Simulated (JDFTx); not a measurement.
Runs of JDFTx 1.7.0 (patched build) on AgCl (Chlorargyrite). Symmetry: Fm-3m, No. 225, cubic system. The conventional cell has a = 5.470 Å, b = 5.470 Å, c = 5.470 Å, α = 90.00°, β = 90.00°, γ = 90.00°. Ag (site symmetry m-3m) has 6 Cl at 2.73 Å as nearest neighbours. Around Cl (site symmetry m-3m) lie 6 Ag at 2.73 Å. 

| task | level | potentials or basis | cell | k mesh | cutoff (eV) | local potential set to -Z/r beyond | max SCF steps | SCF threshold on the energy | solver of the electrons | pseudo rcut | gap on the mesh (eV) | pressure (GPa) | V0 of scaled cells (Å³/atom) | B0 (GPa) |
| --- | --- | --- | --- | --- | --- | --- | --- | --- | --- | --- | --- | --- | --- | --- |
| equation of state | PBEsol | PseudoDojo-SR-PBEsol-0.4.1-standard with smoothed tails | as given | 8 × 8 × 8 | 1116 | 6 bohr | 100 | 1e-09 Ha | scf | 6 | - | - | 20.21 | 57 |
| relaxation of cell and atoms | PBE+D2 | PseudoDojo-SR-PBE-0.5-standard | relaxed | 8 × 8 × 8 | 1116 | - | 100 | 1e-09 Ha | scf | - | 0.91 | 0.0 | - | - |
| single point | LDA | PseudoDojo-SR-LDA-0.4.1-standard | as given | 8 × 8 × 8 | 1170 | - | 100 | 1e-09 Ha | scf | - | (b) | (c) | - | - |
| single point | PBEsol | PseudoDojo-SR-PBEsol-0.4.1-standard | as given | 8 × 8 × 8 | 1116 | - | 100 | 1e-09 Ha | scf | - | 0.73 | -0.8 | - | - |
| single point | PBE | PseudoDojo-SR-PBE-0.5-standard | as given | 8 × 8 × 8 | 1116 | - | 100 | 1e-09 Ha | scf | - | 0.91 | 3.8 | - | - |
| single point | PBEsol | PseudoDojo-SR-PBEsol-0.4.1-standard with smoothed tails | as given | 8 × 8 × 8 | 1116 | 6 bohr | 100 | 1e-09 Ha | scf | 6 | 0.73 | -0.7 | - | - |
| equation of state | r2SCAN | SG15-PBE-1.2 with smoothed tails | as given | 6 × 6 × 6 | 1088 | 6 bohr | 100 | 1e-09 Ha | scf | 6 | - | - | (a) | 51 |
| single point | r2SCAN | SG15-PBE-1.2 with smoothed tails | as given | 5 × 5 × 5 | 1088 | 6 bohr | 100 | 1e-09 Ha | scf | 6 | 1.55 | 2.4 | - | - |

Alike in all rows: no spin polarisation; smearing fermi-dirac 0.05 eV.

Question: Fill in the values left out.

Answer: (a) 21.34; (b) 0.61; (c) -3.8.

Caveats: the potentials were made for another functional, which shifts forces and pressure (some runs); the empty levels aren't tightly converged (some runs); an odd mesh through Γ misses points on the zone boundary, where band edges often lie (some runs).

A k mesh can miss the band edges, and the runs leave out spin-orbit coupling on Ag.

Not every run made on this cell is shown here.
